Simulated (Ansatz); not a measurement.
**Calculated with Ansatz: Cs₂HgS₂, relaxation**

The command:

```bash
ansatz run input.yaml --threads 2 --pin off --max-ram 2560MiB --backend cpu --events-out ev --progress --plain --runs-dir out
```

input.yaml:

```yaml
crystal:
  lattice:
    - [7.995034, 0.0, 0.0]
    - [0.0, 10.090569, 0.0]
    - [0.0, 0.0, 4.601914]
  atoms:
    - { symbol: Hg, position: [0.5, 0.5, 0.0] }
    - { symbol: Hg, position: [0.0, 0.0, 0.0] }
    - { symbol: Cs, position: [0.39222, 0.83311, 0.5] }
    - { symbol: Cs, position: [0.60778, 0.16689, 0.5] }
    - { symbol: Cs, position: [0.89222, 0.66689, 0.5] }
    - { symbol: Cs, position: [0.10778, 0.33311, 0.5] }
    - { symbol: S, position: [0.23025, 0.59445, 0.0] }
    - { symbol: S, position: [0.76975, 0.40555, 0.0] }
    - { symbol: S, position: [0.73025, 0.90555, 0.0] }
    - { symbol: S, position: [0.26975, 0.09445, 0.0] }
  symmetry: { tolerance: 0.0003 }
kpoints:
  mp_grid: { grid: [4, 4, 6], shift: [0, 0, 0] }
magnetization:
  spin_polarized: false
scf:
  occupations: { method: fermi_dirac }
  lower_state_search: "off"
hamiltonian:
  pseudopotentials: { kind: paw }
  xc: pbe
basis:
  ecutwfc: 420
  fft_grid_basis: typed
relax:
  max_steps: 40
  cell: { p_target: 0.0 }
  f_tol: 0.03
output:
  forces: true
  stress: true
  eigenvalues: true
  bader: true
  populations: true
  elf: true
  write_potential: true
  volumetric_format: npy
  dos:
    e_range: [-12, 8]
    de: 0.05
    projected: { site_lists: { Cs: [Cs], Hg: [Hg], S: [S] } }
checkpoint:
  read: saved_state
```

Origin of the cell: a known structure type with other elements, at an estimated volume, so it need not be a known compound.

The smearing width isn't typed, so it takes its default of 0.1 eV.

The saved state is a converged single point of the same cell.

Steps («new basis» is an SCF on plane waves selected anew at the same cell):

```json
{"step": "1", "ΔF (meV/atom)": "0.0", "max force component (eV/Å)": "0.369", "P (GPa)": "0.45", "volume (Å³)": "371.26", "SCF iterations": "5", "step was": "accepted"}
{"step": "2", "ΔF (meV/atom)": "-7.4", "max force component (eV/Å)": "0.018", "P (GPa)": "0.43", "volume (Å³)": "382.15", "SCF iterations": "6", "step was": "accepted"}
{"step": "3", "ΔF (meV/atom)": "-9.1", "max force component (eV/Å)": "0.010", "P (GPa)": "0.08", "volume (Å³)": "393.00", "SCF iterations": "6", "step was": "accepted"}
{"step": "4", "ΔF (meV/atom)": "-9.2", "max force component (eV/Å)": "0.002", "P (GPa)": "0.00", "volume (Å³)": "395.04", "SCF iterations": "6", "step was": "accepted"}
{"step": "5", "ΔF (meV/atom)": "-9.3", "max force component (eV/Å)": "0.002", "P (GPa)": "0.00", "volume (Å³)": "395.04", "SCF iterations": "7", "step was": "new basis"}
```

Step 1, with forces in eV/Å:

```xyz
10
Lattice="7.995 0.000 0.000 0.000 10.091 0.000 0.000 0.000 4.602" Properties=species:S:1:pos:R:3:forces:R:3 pbc="T T T" step=1
Hg    3.998    5.045    0.000    0.000    0.000    0.000
Hg    0.000    0.000    0.000    0.000    0.000    0.000
Cs    3.136    8.407    2.301   -0.008   -0.009    0.000
Cs    4.859    1.684    2.301    0.008    0.009    0.000
Cs    7.133    6.729    2.301   -0.008    0.009    0.000
Cs    0.862    3.361    2.301    0.008   -0.009    0.000
S     1.841    5.998    0.000    0.369   -0.150    0.000
S     6.154    4.092    0.000   -0.369    0.150    0.000
S     5.838    9.138    0.000    0.369    0.150    0.000
S     2.157    0.953    0.000   -0.369   -0.150    0.000
```

Step 2, with forces in eV/Å:

```xyz
10
Lattice="8.063 0.000 0.000 0.000 10.229 0.000 0.000 0.000 4.633" Properties=species:S:1:pos:R:3:forces:R:3 pbc="T T T" step=2
Hg    4.031    5.114    0.000    0.000    0.000    0.000
Hg    0.000    0.000    0.000    0.000    0.000    0.000
Cs    3.180    8.523    2.317   -0.015   -0.017    0.000
Cs    4.883    1.706    2.317    0.015    0.017    0.000
Cs    7.212    6.820    2.317   -0.015    0.017    0.000
Cs    0.851    3.409    2.317    0.015   -0.017    0.000
S     1.904    6.060    0.000    0.018    0.002    0.000
S     6.159    4.169    0.000   -0.018   -0.002    0.000
S     5.936    9.283    0.000    0.018   -0.002    0.000
S     2.127    0.946    0.000   -0.018    0.002    0.000
```

Step 5, with forces in eV/Å:

```xyz
10
Lattice="8.153 0.000 0.000 0.000 10.380 0.000 0.000 0.000 4.668" Properties=species:S:1:pos:R:3:forces:R:3 pbc="T T T" step=5
Hg    4.076    5.190    0.000    0.000    0.000    0.000
Hg    0.000    0.000    0.000    0.000    0.000    0.000
Cs    3.197    8.653    2.334   -0.002   -0.002    0.000
Cs    4.956    1.728    2.334    0.002    0.002    0.000
Cs    7.273    6.918    2.334   -0.002    0.002    0.000
Cs    0.879    3.462    2.334    0.002   -0.002    0.000
S     1.952    6.147    0.000    0.002    0.002    0.000
S     6.201    4.233    0.000   -0.002   -0.002    0.000
S     6.028    9.423    0.000    0.002   -0.002    0.000
S     2.125    0.957    0.000   -0.002    0.002    0.000
```

* Free energy lowered by: 9.3 meV/atom
* Volume change: 6.41 %
* Final pressure: 0.00 GPa
* Relaxation steps listed: 5
* Formation energy (elements under the same functional, gases as molecules, uncorrected): -0.883 eV/atom

Caveats: no spin-orbit coupling, though heavy elements are present; the relaxation held the start's symmetry, so the end may be a saddle point.

It ran for 3.4 min on 2 threads of Arm Neoverse V1, with other jobs on the host, peak memory 1.1 GiB, from a saved density.
